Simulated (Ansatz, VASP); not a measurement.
# Two plane-wave programs on GaP

```
CELL_PARAMETERS angstrom
0.00000 2.72525 2.72525
2.72525 0.00000 2.72525
2.72525 2.72525 0.00000
ATOMIC_POSITIONS crystal
Ga 0.00000 0.00000 0.00000
P 0.75000 0.75000 0.75000
```

Alike in both runs: task single point; functional PBE; k mesh 8 × 8 × 8; occupations gaussian, width 0.025 eV; no spin polarisation.

|  | VASP | Ansatz |
| --- | --- | --- |
| version | VASP 6.6.1 | Ansatz 0.2.0 |
| potentials or method | VASP PAW PBE potentials, release 64 (Ga_d, P) | Ansatz PAW |
| plane-wave cutoff (eV) | 520 | 420 |
| valence electrons in the cell | 18 | 18 |

Ansatz gave:

* gap on the k mesh at the Fermi level (eV): 1.64
* least direct gap on the mesh (eV): 1.83
* pressure (GPa): 2.5

Q: Estimate VASP's values.

A: gap on the k mesh at the Fermi level (eV): 1.64; least direct gap on the mesh (eV): 1.83; pressure (GPa): 2.4.

A k mesh can miss the band edges. Expect the measured gap to be larger: semilocal functionals such as PBE lack the derivative discontinuity.
